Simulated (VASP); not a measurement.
Here is a VASP 6.6.1 calculation.

INCAR

```
SYSTEM = SiC
PREC = Accurate
ENCUT = 600
EDIFF = 1E-6
ISMEAR = -1
SIGMA = 0.05
LREAL = .FALSE.
LASPH = .TRUE.
NELM = 100
ALGO = Normal
ISIF = 3
LWAVE = .FALSE.
LCHARG = .FALSE.
GGA = PE
IVDW = 11
IBRION = 2
NSW = 40
EDIFFG = -0.005
```

The input KPOINTS:

```
Automatic mesh
0
G
  10 10 10
  0 0 0
```

The input POSCAR:

```
SiC
1.0
    0.0000000000      2.1790000000      2.1790000000
    2.1790000000      0.0000000000      2.1790000000
    2.1790000000      2.1790000000      0.0000000000
Si C
1 1
Direct
    0.0000000000      0.0000000000      0.0000000000
    0.7500000000      0.7500000000      0.7500000000
```

Potentials or basis: VASP PAW PBE potentials, release 64 (Si, C).

The run is started by

```console
$ cat potpaw_PBE.64/Si/POTCAR potpaw_PBE.64/C/POTCAR > POTCAR
$ mpirun -np 1 vasp_std > vasp.out
```

Problem. Predict the band gap on the k mesh.

Solution. 1.36 eV, indirect (least direct gap 4.54 eV).

Problem. Estimate the relaxed cell.

Solution. a = 3.087 Å, b = 3.087 Å, c = 3.087 Å, α = 60.00°, β = 60.00°, γ = 60.00°.

Final structure:
```
Si C
1.0
     0.00000    2.18259    2.18259
     2.18259    0.00000    2.18259
     2.18259    2.18259    0.00000
Si C
1 1
Direct
  0.00000 0.00000 0.00000
  0.75000 0.75000 0.75000
```

A k mesh can miss the band edges. Zero-point motion and thermal expansion aren't in these numbers.
